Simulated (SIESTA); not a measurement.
Pd:

```
Pd
1.0
     0.00000    1.94650    1.94650
     1.94650    0.00000    1.94650
     1.94650    1.94650    0.00000
Pd
1
Direct
  0.00000 0.00000 0.00000
```

Base run:

| Item | Value |
| --- | --- |
| Program | SIESTA 5.4.2 |
| Functional | PBE |
| Potentials or basis | PseudoDojo 0.4 standard (PBE files) |
| Basis | DZ (energy shift 0.002 Ry) |
| Grid cutoff | 800 Ry |
| Energy shift | 0.002 Ry |
| k mesh | 12 × 12 × 12 |
| Occupations | fermi-dirac, width 0.05 eV |
| Spin | no spin polarisation |

Its results: band gap on the k mesh none (metal or under the smearing width); pressure 4.3 GPa.

Problem. The run is repeated on the same cell with these changes: functional from PBE to RPBE; basis from DZ (energy shift 0.002 Ry) to DZP (energy shift 0.002 Ry). What comes out?

Solution. Band gap on the k mesh none (metal or under the smearing width); pressure 10.5 GPa.

Several settings changed at once, so the effect can't be laid on one alone.

Caveats: semicore shells carry a single zeta, which can move pressures by several GPa and volumes by a few percent; the basis of atomic orbitals isn't converged, which shifts pressures, moduli and gaps; the basis has no polarisation orbitals (some runs); the potentials were made for another functional, which shifts forces and pressure (some runs).
